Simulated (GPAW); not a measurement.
# InPd (Pm-3m) in GPAW: settings compared, part 2 of 2

GPAW 26.7.0. The steps go on from the part before.

## 3. Band structure, r2SCAN, spin-orbit coupling, no magnetisation

run.py

```python
import numpy as np
from ase.dft.bandgap import bandgap
from ase.io import read, write
from ase.units import GPa
from gpaw import GPAW, PW
from gpaw.spinorbit import soc_eigenstates

atoms = read('InPd.cif')

calc = GPAW(mode=PW(600),
            xc='MGGA_X_R2SCAN+MGGA_C_R2SCAN',
            kpts={'size': (7, 7, 7), 'gamma': True},
            occupations={'name': 'fermi-dirac', 'width': 0.05},
            nbands=26,
            convergence={'density': 1e-05, 'energy': 1e-05},
            maxiter=150,
            txt='gpaw.txt')
atoms.calc = calc
energy = atoms.get_potential_energy()
forces = atoms.get_forces()
stress = atoms.get_stress()
calc.write('gs.gpw')
write('result.traj', atoms)
print(f'Energy: {energy:.6f} eV')
print('Forces (eV/A):')
print(forces.round(4))
print('Stress (GPa):', (stress / GPa).round(3))
print('Fermi level:', round(calc.get_fermi_level(), 4), 'eV')
print(f'Gap: {bandgap(calc)[0]:.4f} eV, direct: {bandgap(calc, direct=True)[0]:.4f} eV')

path = atoms.cell.bandpath('GXMGRX,MR', npoints=60, eps=1e-4)
bs_calc = calc.fixed_density(kpts=path, symmetry='off', nbands=38,
                             convergence={'bands': 'CBM+6.0', 'eigenstates': 1e-6}, txt='bands.txt')
bs = bs_calc.band_structure()
bs.write('bs.json')
print(f'Gap on the path: {bandgap(bs_calc)[0]:.4f} eV')

soc = soc_eigenstates(bs_calc, theta=90, phi=0, ignore_xc_potential=True)
np.savetxt('soc_bands.dat', soc.eigenvalues(), fmt='%.4f')
mesh = soc_eigenstates('gs.gpw', theta=90, phi=0, ignore_xc_potential=True)
np.savetxt('soc_mesh.dat', mesh.eigenvalues(), fmt='%.4f')
print('Fermi level with spin-orbit coupling:', round(mesh.fermi_level, 4), 'eV')
```

InPd.cif

```cif
data_InPd
_cell_length_a 3.27188478
_cell_length_b 3.27188478
_cell_length_c 3.27188478
_cell_angle_alpha 90.00000000
_cell_angle_beta 90.00000000
_cell_angle_gamma 90.00000000
_space_group_name_H-M_alt 'Pm-3m'
_space_group_name_Hall '-P 4 2 3'
_space_group_IT_number 221
loop_
_space_group_symop_operation_xyz
'x,y,z'
'-x,-y,-z'
'-y,x,z'
'y,-x,-z'
'-x,-y,z'
'x,y,-z'
'y,-x,z'
'-y,x,-z'
'x,-y,-z'
'-x,y,z'
'-y,-x,-z'
'y,x,z'
'-x,y,-z'
'x,-y,z'
'y,x,-z'
'-y,-x,z'
'z,x,y'
'-z,-x,-y'
'z,-y,x'
'-z,y,-x'
'z,-x,-y'
'-z,x,y'
'z,y,-x'
'-z,-y,x'
'-z,x,-y'
'z,-x,y'
'-z,-y,-x'
'z,y,x'
'-z,-x,y'
'z,x,-y'
'-z,y,x'
'z,-y,-x'
'y,z,x'
'-y,-z,-x'
'x,z,-y'
'-x,-z,y'
'-y,z,-x'
'y,-z,x'
'-x,z,y'
'x,-z,-y'
'-y,-z,x'
'y,z,-x'
'-x,-z,-y'
'x,z,y'
'y,-z,-x'
'-y,z,x'
'x,-z,y'
'-x,z,-y'
loop_
_atom_site_label
_atom_site_type_symbol
_atom_site_symmetry_multiplicity
_atom_site_Wyckoff_symbol
_atom_site_fract_x
_atom_site_fract_y
_atom_site_fract_z
_atom_site_occupancy
In1 In 1 a 0.0000000000 0.0000000000 0.0000000000 1
Pd1 Pd 1 b 0.5000000000 0.5000000000 0.5000000000 1
```

Potentials or basis: GPAW PAW data sets (gpaw-data 1.2.1), pw.

The run is started by

```console
> OMP_NUM_THREADS=1 python run.py
```

gpaw.txt:

```text
__  _  _
 | _ |_)|_||  |
 |__||  | ||/\| - 26.7.0

Input parameters:
  mode=PW(ecut=600.0),
  convergence={'density': 1e-05, 'energy': 1e-05},
  kpts=MonkhorstPack(size=(7, 7, 7), gamma=True),
  maxiter=150,
  nbands=26,
  occupations=Occupations(name='fermi-dirac', width=0.05),
  xc=XC(name='MGGA_X_R2SCAN+MGGA_C_R2SCAN')

Diagonalizing LCAO Hamiltonian
Converting LCAO to pw mode
   .-------.
  /|       |
 * |       |
 | |  Pd   |
 | .-------.
 |/       /
 In------*

Atoms  # Å, Bohr magnetons
|   | symbol |        x |        y |        z |    initial magnetic moments |
|---|--------|----------|----------|----------|-----------------------------|
| 0 |     In | 0.000000 | 0.000000 | 0.000000 | ( 0.0000,  0.0000,  0.0000) |
| 1 |     Pd | 1.635942 | 1.635942 | 1.635942 | ( 0.0000,  0.0000,  0.0000) |

Unit cell  # Å
| periodic |        x |        y |        z |  lengths |    angles |
|----------|----------|----------|----------|----------|-----------|
|      yes | 3.271885 | 0.000000 | 0.000000 | 3.271885 | 90.000000 |
|      yes | 0.000000 | 3.271885 | 0.000000 | 3.271885 | 90.000000 |
|      yes | 0.000000 | 0.000000 | 3.271885 | 3.271885 | 90.000000 |

Number of symmetries: 48
Symmetry operations  # r_c * U_cc + t_c -> r_c
|    | kind |            matrix            |
|----|------|------------------------------|
|  0 |  E   |  1, 0, 0,  0, 1, 0,  0, 0, 1 |
|  1 |  σ   |  1, 0, 0,  0, 1, 0,  0, 0,-1 |
[... 174 lines left out ...]
- Maximum integral of absolute [dens]ity change: 1e-05 electrons / valence electron
- Maximum [total energy] change in last 3 cyles: 1e-05 eV / valence electron
- Maximum integral of absolute [eigenst]ate change: 4e-08 eV^2 / valence electron
maximum number of iterations: 150

SCF iterations
|iter     | |      energy | eigst |  dens |
|---------|-|-------------|-------|-------|
|iter:   1| |  -41.290430 | +0.28 |       |
|iter:   2| |  -35.503689 | -1.26 | -1.07 |
|iter:   3| |  -35.136387 | -1.90 | -1.22 |
|iter:   4| |  -35.067749 | -1.86 | -1.43 |
|iter:   5| |  -35.113849 | -2.27 | -1.85 |
|iter:   6| |  -35.117537 | -3.54 | -2.14 |
|iter:   7| |  -35.117491 | -4.06 | -2.49 |
|iter:   8| |  -35.117472c| -5.28 | -3.24 |
|iter:   9| |  -35.117467c| -5.76 | -3.68 |
|iter:  10| |  -35.117467c| -7.15 | -3.98 |
|iter:  11| |  -35.117468c| -8.23c| -4.73 |
|iter:  12| |  -35.117468c| -7.90c| -5.21c|

Converged in 12 steps
Energy contributions relative to reference atoms: (reference = -297202.910378)

Energy contributions:
  Kinetic:          24.044825
  Coulomb:         -24.728813
  Zero:             -0.115687
  External:          0.000000
  Xc:              -34.313950
  Entropy:          -0.007685
  Spinorbit:         0.000000
  ----------------------------
  Free energy:     -35.121310
  Extrapolated:    -35.117468

dipole moment: (-10.911796, -10.911796, -10.911796)  # |e|*Ang

Fermi level: 10.139
Eigenvalues  # (at kpt = [0.000, 0.000, 0.000])
| band index |      eig [eV] | occ [0-2] |
|------------|---------------|-----------|
|          0 |       -41.990 |     2.000 |
|        ... |               |           |
|          6 |        -5.212 |     2.000 |
|          7 |        -5.212 |     2.000 |
|          8 |        -0.575 |     2.000 |
|          9 |         5.852 |     2.000 |
|         10 |         5.852 |     2.000 |
|         11 |         7.468 |     2.000 |
[... 8 lines left out ...]
|         20 |        26.878 |     0.000 |
|         21 |        26.878 |     0.000 |
|        ... |               |           |
|         25 |        32.420 |     0.000 |

No gap
No difference between direct/indirect transitions

Forces  # eV/Ang
|        x |       y |       z |
|----------|---------|---------|
| -0.00000 | 0.00000 | 0.00000 |  # In   0
| -0.00000 | 0.00000 | 0.00000 |  # Pd   1

Stress tensor  # eV/Ang^3
|         x |         y |        z |
|-----------|-----------|----------|
|  0.001035 | -0.000000 | 0.000000 |
| -0.000000 |  0.001035 | 0.000000 |
|  0.000000 |  0.000000 | 0.001035 |

# Writing to gs.gpw (mode='')
```

Run time: 72 s. Hardware: 1 thread of Intel Xeon Platinum 8259CL at 2.50GHz (Skylake/Cascade Lake), shared host; peak memory 0.44 GiB.

What came out:

```yaml
Free_energy: -35.1213 eV
Pressure: -0.2 GPa
Band_gap_along_the_path: none (metal or under the smearing width)
```

Levels at the corners of the path, in eV from the Fermi level:
| point | band 24 | band 25 | band 26 | band 27 | band 28 | band 29 | band 30 | band 31 | band 32 | band 33 |
| --- | --- | --- | --- | --- | --- | --- | --- | --- | --- | --- |
| Γ | -2.76 | -2.76 | -2.76 | -2.48 | -2.48 | 3.69 | 3.69 | 4.48 | 4.48 | 4.48 |
| X | -3.82 | -3.59 | -3.59 | -2.72 | -2.72 | -1.46 | -1.46 | 9.43 | 9.43 | 9.96 |
| M | -3.05 | -2.75 | -2.75 | -2.67 | -2.67 | -2.10 | -2.10 | 1.34 | 1.34 | 2.37 |
| Γ | -2.76 | -2.76 | -2.76 | -2.48 | -2.48 | 3.69 | 3.69 | 4.48 | 4.48 | 4.48 |
| R | -2.07 | -2.07 | -2.07 | -0.05 | -0.05 | 3.48 | 3.48 | 3.83 | 3.83 | 3.83 |
| X | -3.82 | -3.59 | -3.59 | -2.72 | -2.72 | -1.46 | -1.46 | 9.43 | 9.43 | 9.96 |
| M | -3.05 | -2.75 | -2.75 | -2.67 | -2.67 | -2.10 | -2.10 | 1.34 | 1.34 | 2.37 |
| R | -2.07 | -2.07 | -2.07 | -0.05 | -0.05 | 3.48 | 3.48 | 3.83 | 3.83 | 3.83 |

Caveat: spin-orbit coupling was added after a scalar SCF, so levels and gaps hold it while energy, forces, pressure and moments don't; this program's spin-orbit splittings come out too wide for heavy elements; the PAW data sets were made with another functional, which shifts forces and pressure a little.
